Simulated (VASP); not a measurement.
Input of a VASP 6.6.1 run:

The input INCAR:

```
SYSTEM = Al
PREC     = Accurate       ! precision mode
ENCUT    = 600            ! plane-wave cutoff, eV
EDIFF    = 1E-7           ! SCF threshold, eV
ISMEAR   = -1             ! smearing method
SIGMA    = 0.05           ! smearing width, eV
LREAL    = .False.        ! projectors in reciprocal space
LASPH    = .True.         ! aspherical terms in the spheres
NELM     = 100            ! most SCF steps
ALGO     = Normal         ! electronic algorithm
ISIF     = 3              ! what is computed and relaxed
LWAVE    = .False.        ! write WAVECAR
LCHARG   = .False.        ! write CHGCAR
GGA      = RE             ! functional
IBRION   = 2              ! ionic algorithm
NSW      = 60             ! ionic steps
EDIFFG   = -0.02          ! ionic threshold
```

KPOINTS

```
Automatic mesh
0
Gamma
  11 11 11
  0 0 0
```

POSCAR

```
Al
1.0
    0.0000000000      2.0248050000      2.0248050000
    2.0248050000      0.0000000000      2.0248050000
    2.0248050000      2.0248050000      0.0000000000
Al
1
Direct
    0.0000000000      0.0000000000      0.0000000000
```

Potentials or basis: VASP PAW PBE potentials, release 64 (Al).

Launch:

```sh
$ cat potpaw_PBE.64/Al/POTCAR > POTCAR
$ mpirun -np 1 vasp_std > vasp.out
```

Task: Predict the relaxed cell.

Result: a = 2.871 Å, b = 2.871 Å, c = 2.871 Å, α = 60.00°, β = 60.00°, γ = 60.00°.

Task: Predict the space group after relaxing (to 0.05 Å).

Result: Fm-3m (No. 225).

Task: Predict the relaxed volume.

Result: 16.74 Å³/atom.

Task: Estimate the band gap on the k mesh.

Result: None (metal or under the smearing width).

Step by step:
```
step  energy change (eV)  largest force (eV/Å)  pressure (GPa)  volume (Å³)
   1              0.0000                0.0000            0.53        16.60
   2             -0.0002                0.0000           -0.10        16.74
```

Caveat: the PAW data sets were made with another functional, which shifts forces and pressure a little.

The cell as given is a measured one (16.60 Å³/atom); revPBE puts the equilibrium volume +0.8 % from it, thermal expansion not counted.
